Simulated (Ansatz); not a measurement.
Crystal: Ti.

```xyz
3
Lattice="4.5674 0.0000 0.0000 -2.2837 3.9555 0.0000 0.0000 0.0000 2.8262" Properties=species:S:1:pos:R:3 pbc="T T T"
Ti    2.2837    1.3185    1.4131
Ti    0.0000    2.6370    1.4131
Ti    0.0000    0.0000    0.0000
```

This isn't the form of Ti at room conditions, which is hcp.

Program: Ansatz 0.2.0. Alike in all runs: potentials or basis Ansatz PAW; no spin polarisation; cell as given; k mesh 7 × 7 × 9.

Problem. Order these runs on this cell by their pressure, lowest first.
A. level r2SCAN; cutoff (eV) 500; smearing fermi-dirac 0.05 eV; points for each segment of the path 14
B. level BLYP; cutoff (eV) 420; smearing fermi-dirac 0.05 eV; points for each segment of the path 14
C. level LDA; cutoff (eV) 420; smearing gaussian 0.05 eV
D. level PBEsol; cutoff (eV) 420; smearing fermi-dirac 0.05 eV; points for each segment of the path 14

Solution. C (-8.0 GPa), D (-3.7 GPa), A (-0.1 GPa), B (3.4 GPa).

Caveats: the PAW data sets come from PBE, with cores solved anew for the run's functional, which leaves a small shift of forces and pressure; the potentials were made for another functional, which shifts forces and pressure (some runs).

Not every run made on this cell is shown here.
